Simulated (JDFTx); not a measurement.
## NaH under changes of volume

One of the cells (14.527 Å³/atom); the others are scaled copies at fixed shape and fractional positions:

```
Na H
1.0
     0.00000    2.44000    2.44000
     2.44000    0.00000    2.44000
     2.44000    2.44000    0.00000
Na H
1 1
Cartesian
  0.0000 0.0000 0.0000
  2.4400 2.4400 2.4400
```

| Quantity | Value |
| --- | --- |
| Program | JDFTx 1.7.0 (patched build) |
| Functional | PBE |
| Potentials or basis | PseudoDojo-SR-PBE-0.5-standard |
| Cutoff | 1197 eV |
| Density cutoff | 9578 eV |
| k mesh | 9 × 9 × 9 |
| Occupations | fermi-dirac, width 0.05 eV |
| Spin | no spin polarisation |

```csv
volume (Å³/atom),energy over the lowest point (meV/atom),pressure (GPa),gap on the mesh (eV)
13.655,1.12,0.8,4.13
13.946,0.10,0.3,4.09
14.236,0.00,-0.2,4.05
14.527,0.73,-0.6,4.01
14.817,2.22,-1.0,3.98
15.108,4.39,-1.4,3.94
15.398,?,?,?
```

What does the run at 15.398 Å³/atom give?

Energy over the lowest point 7.20 meV/atom; pressure -1.7 GPa; gap on the mesh 3.91 eV.

Worked out: A Birch-Murnaghan fit of order 3 (a polynomial in V^(-2/3)) to the other rows has its minimum at 14.12 Å³/atom with B0 = V·E''(V) = 23 GPa and B' = 3.8. It gives 7.18 meV/atom at 15.398 Å³/atom, against the run's 7.20, and -dE/dV = -1.7 GPa, against -1.7. A straight line through the other rows of the gap, of slope -1.87 eV per unit of ln V, extrapolates to 3.90 eV, against the run's 3.91.

Energies are extrapolated to zero smearing.

Caveats: an odd mesh through Γ misses points on the zone boundary, where band edges often lie.
